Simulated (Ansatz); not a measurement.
# P (C2/m) in Ansatz: settings compared, part 2 of 2

Ansatz 0.2.0. The steps go on from the part before.

## (5) Single point, PBE

input.yaml

```yaml
crystal:
  lattice:
    - [4.8279678941, -4.2924736644, 0.0]
    - [4.8279678941, 4.2924736644, 0.0]
    - [-0.0237225834, 0.0, 5.5806204931]
  atoms:
    - { symbol: P, position: [0.77448729, 0.52033886, 0.25348563] }
    - { symbol: P, position: [0.47966114, 0.22551271, 0.74651437] }
    - { symbol: P, position: [0.22551271, 0.47966114, 0.74651437] }
    - { symbol: P, position: [0.52033886, 0.77448729, 0.25348563] }
    - { symbol: P, position: [0.28502318, 0.28502318, 0.42801571] }
    - { symbol: P, position: [0.71497682, 0.71497682, 0.57198429] }
    - { symbol: P, position: [0.15675413, 0.15675413, 0.7489777] }
    - { symbol: P, position: [0.84324587, 0.84324587, 0.2510223] }
hamiltonian:
  xc: pbe
  pseudopotentials: { kind: paw }
kpoints:
  mp_grid: { grid: [4, 4, 5] }
scf:
  occupations: { method: gaussian, width: 0.02 }
output:
  forces: true
  stress: true
  eigenvalues: true
  write_density: true
  write_potential: true
  elf: true
  volumetric_format: npy
```

Potentials or basis: Ansatz PAW.

Command:

```bash
$ ansatz run input.yaml --threads 4 --pin off --max-ram 11264MiB --backend cpu --events-out ev --progress --plain --runs-dir out
```

The log of the run:

```text
Warning: RAYON_NUM_THREADS=4 ignored (pool sized by the plan → 4); use --threads N
Engine: ansatz 0.2.0, aarch64-unknown-linux-gnu
Pseudopotentials: kind: paw
Pseudopotential: P, paw, valence charge 5, recommended cutoff 420 eV (normal), P.paw.azcp
Functional definition: PBE
  parameter kappa = 0.804
  parameter beta = 0.06672455060314922
  exchange = pbe_x(kappa = kappa, mu = beta*pi^2/3)
  correlation = pbe_c(beta = beta)
Crystal: 8 atoms, lattice volume = 231.305 Å³
Basis set: ecut = 420 eV, 4533 PW (Γ), exchange–correlation on 90×90×80 points (8 copies of the dense FFT grid, shifted against one another)
Bands: 28, of which v1, the nominal top of the filled ones, is band 20 counted from 1 (19 counted from 0)
Symmetry: 4 space group operations
Space group: C2/m (ITA 12), of the structure as read, at distance tolerance 6.1e-5 Å
k-points: 27 of 80
Non-local potential: P, projectors of the file, l = 0: 2, l = 1: 2, l = 2: 2
PAW form: soft (Blöchl's): semilocal exchange-correlation on the pseudo side does not see the compensation charge
PAW one-centre angular grid: P, 110 points (default); XC on 64 Gauss nodes
[... 20 lines left out ...]
--- Per-component energies (eV) ---
  E_band       = -118.992341
  E_kinetic    = 556.288257
  E_local      = -1144.088551  (includes V_loc(G=0)·N_el)
  E_nonlocal   = 273.563032
  E_hartree    = 367.019941
  E_xc         = -486.419283
  E_vxc        = -478.151293  (∫ρ·V_xc dr)
  E_paw        = -4555.137037  (= ΣΔE_a)
  E_vpaw       = -60.639117  (= ΣTr[D̂ρ^β])
  E_aug_tail   = 0.000026  (compensation charges beyond the density's cutoff)
  E_ewald      = -1055.647037
  E_smearing   = -0.000000  (= −TS)
  E_closure    = -0.000000  (closes the sum)
  Σ components = -6044.420652   (vs F -6044.420652, Δ=0.00e0)
--- Forces (eV/Å), atoms counted from 1 ---
  atom   1  P     -0.31420739    -0.56089252    -0.23576173
  atom   2  P      0.31420739    -0.56089252     0.23576173
  atom   3  P      0.31420739     0.56089252     0.23576173
  atom   4  P     -0.31420739     0.56089252    -0.23576173
  atom   5  P     -0.02744864    -0.00000000    -0.68238981
  atom   6  P      0.02744864     0.00000000     0.68238981
  atom   7  P     -0.63053343     0.00000000     0.23198424
  atom   8  P      0.63053343     0.00000000    -0.23198424
  max |Σ_I F_I| component: 1.11e-16 eV/Å
--- Stress (GPa, compression-positive) ---
        2.097515      -0.000000       0.022604
       -0.000000       2.134167       0.000000
        0.022604       0.000000       2.118610
  P = ⅓ Tr σ = 2.1168 GPa (21.168 kbar)
--- Band table (eV; the first three rows and the last of 27) ---
  k-point 0: bands = ["-12.9414", "-12.7451", "-6.1593", "-6.0774", "-5.8807", "-5.7466", "-5.7212", "-5.6849", "-2.3510", "-0.8073", "-0.4049", "-0.3736", "-0.2363", "-0.0763", "0.2920", "0.7607", "0.9119", "0.9789", "1.0552", "1.1308", "4.6013", "4.9991", "5.2505", "5.3150", "6.2915", "6.3023", "6.5781", "6.8200"]
  k-point 1: bands = ["-12.9237", "-12.7459", "-6.1234", "-6.0767", "-6.0610", "-5.7697", "-5.7397", "-5.7211", "-2.0996", "-0.6390", "-0.3735", "-0.2910", "-0.1810", "0.0864", "0.2023", "0.5734", "0.5967", "0.7512", "1.1698", "1.2744", "4.8837", "5.2882", "5.4296", "5.7940", "6.1433", "6.3651", "6.6103", "6.8477"]
  k-point 2: bands = ["-12.8919", "-12.7500", "-6.3085", "-6.0679", "-6.0515", "-5.8361", "-5.7835", "-5.7616", "-1.6389", "-0.8404", "-0.3134", "-0.1847", "0.0598", "0.2698", "0.2729", "0.3578", "0.5387", "0.6272", "1.1420", "1.2699", "5.4848", "5.5347", "5.6862", "5.9998", "6.1450", "6.3745", "6.5180", "6.7520"]
  k-point 26: bands = ["-12.8244", "-12.8026", "-6.1999", "-6.1929", "-6.1023", "-6.0655", "-5.7924", "-5.7577", "-1.1585", "-0.9392", "-0.1088", "-0.0954", "0.2511", "0.3509", "0.4113", "0.5085", "0.8623", "0.8627", "1.0272", "1.0469", "5.0801", "5.1227", "5.3847", "5.5250", "5.7733", "5.9858", "5.9883", "6.1461"]
```

v_z.tsv:

```text
# z_ang	v_es[eV]	v_tot[eV]
# format = ansatz-planar-average/11
# xc	pbe
# density_cutoff_ev	1680
# datasets	P=:simpson_from_first_knot:soft
# lattice	4.827967894	-4.292473664	0.000000000
# lattice	4.827967894	4.292473664	0.000000000
# lattice	-0.023722583	0.000000000	5.580620493
# sites	8
# site	15	6.245365747	-1.090925443	1.414607101
# site	15	3.386847458	-1.090925443	4.166013392
# site	15	3.386847458	1.090925443	4.166013392
# site	15	6.245365747	1.090925443	1.414607101
# site	15	2.742011886	0.000000000	2.388593243
# site	15	6.890201319	0.000000000	3.192027251
# site	15	1.495840128	0.000000000	4.179760301
# site	15	8.136373077	0.000000000	1.400860192
0.000000	6.714013e0	1.283857e0
0.139517	6.633024e0	1.133741e0
0.279034	6.375148e0	7.022462e-1
0.418550	5.908062e0	-1.168222e-1
0.558067	5.144557e0	-1.326329e0
0.697584	3.898004e0	-3.017517e0
[... 32 lines left out ...]
5.301637	6.375148e0	7.022462e-1
5.441154	6.633024e0	1.133741e0
```

It took 4.7 s on 4 threads of Arm Neoverse V1, shared host; peak memory 0.58 GiB.

What came out:

- Free energy: -6044.4207 eV
- Pressure: 2.1 GPa
- Largest force: 0.685 eV/Å
- Band gap on the k mesh: 3.15 eV, indirect (least direct gap 3.47 eV)

Forces on the atoms (eV/Å):
```
P   -0.314 -0.561 -0.236
P    0.314 -0.561  0.236
P    0.314  0.561  0.236
P   -0.314  0.561 -0.236
P   -0.027  0.000 -0.682
P    0.027  0.000  0.682
P   -0.631  0.000  0.232
P    0.631  0.000 -0.232
```

Levels at points of the mesh, in eV from the valence-band top:
```
             k point  band 16  band 17  band 18  band 19  band 20  band 21  band 22  band 23  band 24  band 25
  (0.00, 0.00, 0.00)    -0.69    -0.54    -0.47    -0.39    -0.32     3.15     3.55     3.80     3.87     4.84
 (0.00, -0.50, 0.00)    -0.88    -0.55    -0.43    -0.30    -0.26     3.63     3.79     3.99     4.02     4.46
(-0.50, -0.50, 0.00)    -0.98    -0.62    -0.53    -0.25    -0.19     3.34     3.70     3.79     3.84     3.85
```

Caveat: odd divisions of the mesh miss points on the zone boundary, where band edges often lie, so the gap on the mesh can be too wide. A k mesh can miss the band edges.

## (6) Summary

```tsv
level	cutoff (eV)	smearing	gap on the mesh (eV)	pressure (GPa)	largest force (eV/Å)
PBEsol	420	gaussian 0.05 eV	3.10	0.7	0.58
RPBE+D3(BJ)	420	fermi-dirac 0.05 eV	3.22	-0.6	0.57
r2SCAN+D3(BJ)	500	gaussian 0.1 eV	3.43	0.0	0.27
PBE	420	gaussian 0.02 eV	3.15	2.1	0.68
```

Alike in all rows: task single point; potentials or basis Ansatz PAW; no spin polarisation; cell as given; k mesh 4 × 4 × 5.

On the cell as given the gap runs from 3.10 eV (PBEsol) to 3.43 eV (r2SCAN+D3(BJ)). The pressure there spans -0.6 GPa (RPBE+D3(BJ)) to 2.1 GPa (PBE); a positive pressure means that this level wants a larger cell, a negative one a smaller.

Caveats: odd divisions of the mesh miss points on the zone boundary, where band edges often lie, so the gap on the mesh can be too wide; the PAW data sets come from PBE, with cores solved anew for the run's functional, which leaves a small shift of forces and pressure (some runs); the dispersion damping was fitted for another functional or another form of the correction (some runs).

Absolute energies hang on the potentials; compare differences alone.
